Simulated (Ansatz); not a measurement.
# TiAl₃: a line through an energy map

An exercise on one series of results from a longer session: the logs are not shown, and one member is left open.

Method: DFT PBEsol, scalar-relativistic, plane waves, PAW, in Ansatz 0.2.0.

1 further run of the same task is left out (set aside as unsound or not needed). Runs told in other sessions of the task aren't counted.

**Starting point**

The structure is tetragonal, space group I4/mmm (No. 139). Conventional cell: a = 3.815 Å, b = 3.815 Å, c = 8.553 Å, α = 90.00°, β = 90.00°, γ = 90.00°. Around Ti (site symmetry 4/mmm) lie 12 Al at 2.70 to 2.87 Å. Around Al (site symmetry 4/mmm) lie 4 Ti at 2.70 Å and 8 Al at 2.87 Å. Around Al (site symmetry -4m2) lie 8 Al at 2.70 to 2.87 Å and 4 Ti at 2.87 Å.

Structure file:

```cif
data_structure
_symmetry_space_group_name_H-M 'P 1'
_symmetry_Int_Tables_number 1
_cell_length_a 5.0564
_cell_length_b 5.0564
_cell_length_c 5.0564
_cell_angle_alpha 135.672
_cell_angle_beta 135.672
_cell_angle_gamma 64.488
_cell_volume 62.25
loop_
_atom_site_label
_atom_site_type_symbol
_atom_site_fract_x
_atom_site_fract_y
_atom_site_fract_z
_atom_site_occupancy
Ti1 Ti 0.00000 0.00000 0.00000 1
Al1 Al 0.50000 0.50000 0.00000 1
Al2 Al 0.75000 0.25000 0.50000 1
Al3 Al 0.25000 0.75000 0.50000 1
```

It goes back to an entry of the Materials Project, which need not be the stable form.

It is the result of an earlier relaxation at this level (volume 15.56 Å³/atom; gap on the mesh: none (metal)).

**What is varied**

The energy is mapped over a normal mode and a strain (zone-centre modes of the cell shown) (x along [1 0 0], y along [0 1 0], z along [0 0 1] of the conventional cell).

The axes are (1) amplitude of mode 9 (343 cm⁻¹), largest displacement in the unstrained cell: 7 values from −0.113 Å; (2) strain +e along z and -e/2 along x and y: 7 values from −7.00 %.

Nothing else is relaxed (the pattern is fixed in fractional coordinates). Energies count from the relaxed high-symmetry cell. Points are written as (first, second).

The modes come from a phonon run on the reference cell, made beforehand.

Displacement patterns for an amplitude of 1 (Å):

| atom | x1 | y1 | z1 |
| --- | --- | --- | --- |
| Ti1 | 0.000 | 0.000 | 0.000 |
| Al2 | 0.000 | 0.000 | 0.000 |
| Al3 | 1.000 | 0.000 | 0.000 |
| Al4 | -1.000 | 0.000 | 0.000 |

The first run:

input.yaml

```yaml
crystal:
  lattice:
    - [-1.9743358609, 1.9743358609, 3.9772072446]
    - [1.9743358609, -1.9743358609, 3.9772072446]
    - [1.9743358609, 1.9743358609, -3.9772072446]
  atoms:
    - { symbol: Ti, position: [0.0, 0.0, 0.0] }
    - { symbol: Al, position: [0.5, 0.5, 0.0] }
    - { symbol: Al, position: [0.75, 0.2401183226, 0.4901183226] }
    - { symbol: Al, position: [0.25, 0.7598816774, 0.5098816774] }
basis:
  ecutwfc: 520.0
kpoints:
  mp_grid: { grid: [14, 14, 14] }
hamiltonian:
  xc: pbesol
  pseudopotentials: { kind: paw, azcp: { folder: soft_1 } }
scf:
  occupations: { method: gaussian, width: 0.15 }
output:
  forces: true
  stress: true
  eigenvalues: true
```

Command:

```bash
$ ansatz run input.yaml --threads 2 --pin off --max-ram 4096MiB --backend cpu --events-out ev --progress --plain --runs-dir out
```

Steps of the session up to this table: The run at (−0.038 Å, −7.00 %); Grid point (−0.038 Å, −4.67 %); The run at (−0.038 Å, −2.33 %); Grid point (−0.038 Å, 0.00 %); The run at (−0.038 Å, 2.33 %); Grid point (−0.038 Å, 4.67 %); Grid point (−0.038 Å, 7.00 %).

One of the session's tables, all rows but one given; the rest of the session is left out.

It belongs to the step «The line in numbers». 

| strain +e along z and -e/2 along x and y (%) | energy (meV) | slope (meV per %) | pressure (GPa) | largest force on an atom (eV/Å) |
| --- | --- | --- | --- | --- |
| −7.00 | 263 | −69 | 1.00 | 0.34 |
| −4.67 | 127 | −47 | 0.46 | 0.37 |
| −2.33 | 44 | −24 | 0.15 | 0.41 |
| 0.00 | 17 | 1 | 0.12 | 0.44 |
| 2.33 | ? | ? | ? | ? |
| 4.67 | 143 | 54 | 1.04 | 0.52 |
| 7.00 | 299 | 81 | 2.02 | 0.57 |

**Question.** Estimate the row for strain +e along z and -e/2 along x and y (%) = 2.33.

Worked estimate for «energy (meV)». A straight line through the neighbours (0.00, 17) and (4.67, 143) gives 17 + (143 − 17) × (2.33 − 0.00) / (4.67 − 0.00) = 80; a parabola fitted to 4 rows on both sides gives 49.

The run gave: energy (meV): 49; slope (meV per %): 27; pressure (GPa): 0.41; largest force on an atom (eV/Å): 0.48. In «energy (meV)» the line misses by +31 and the parabola by +0.

Energies count from the relaxed high-symmetry cell. Slopes come from the forces (and the stress, where the cell changes), not from differences of energies.

Of the points computed the energy is lowest at 0.00 %, 17 meV from the zero.

Limits of these values: Warnings in the runs' records: pseudo functional mismatch.
